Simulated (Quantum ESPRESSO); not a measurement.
**BN under changes of volume**

One of the cells (8.967 Å³/atom); the others are scaled copies at fixed shape and fractional positions:

```xyz
4
Lattice="2.4982 0.0000 0.0000 -1.2491 2.1635 0.0000 0.0000 0.0000 6.6357" Properties=species:S:1:pos:R:3 pbc="T T T"
N     1.2491    0.7212    1.6589
N     0.0000    1.4424    4.9768
B     1.2491    0.7212    4.9768
B     0.0000    1.4424    1.6589
```

```yaml
Program: Quantum ESPRESSO 7.5
Functional: r2SCAN
Potentials_or_basis: SG15 PBE 1.2
Cutoff: 1197 eV
Density_cutoff: 4789 eV
k_mesh: 8 × 8 × 2
Occupations: fermi-dirac, width 0.05 eV
Spin: no spin polarisation
```

```tsv
volume (Å³/atom)	energy over the lowest point (meV/atom)	pressure (GPa)	gap on the mesh (eV)
8.429	?	?	?
8.608	11.08	10.5	4.96
8.787	2.54	4.9	4.93
8.967	0.00	-0.3	4.91
9.146	2.96	-5.0	4.89
9.325	10.93	-9.2	4.86
9.505	23.49	-13.2	4.84
```

Problem. What does the run at 8.429 Å³/atom give?

Solution. Energy over the lowest point 26.22 meV/atom; pressure 16.6 GPa; gap on the mesh 4.98 eV.

Worked out: A Birch-Murnaghan fit of order 3 (a polynomial in V^(-2/3)) to the other rows has its minimum at 8.96 Å³/atom with B0 = V·E''(V) = 246 GPa and B' = 3.7 at fixed shape and positions, which overstates the stiffness. It gives 26.23 meV/atom at 8.429 Å³/atom, against the run's 26.22, and -dE/dV = 16.7 GPa, against 16.6. A straight line through the other rows of the gap, of slope -1.2 eV per unit of ln V, extrapolates to 4.98 eV, against the run's 4.98.

Energies are extrapolated to zero smearing.

Caveats: all runs use coarse meshes; the potentials were made for another functional, which shifts forces and pressure.

A mesh can miss the band edges.
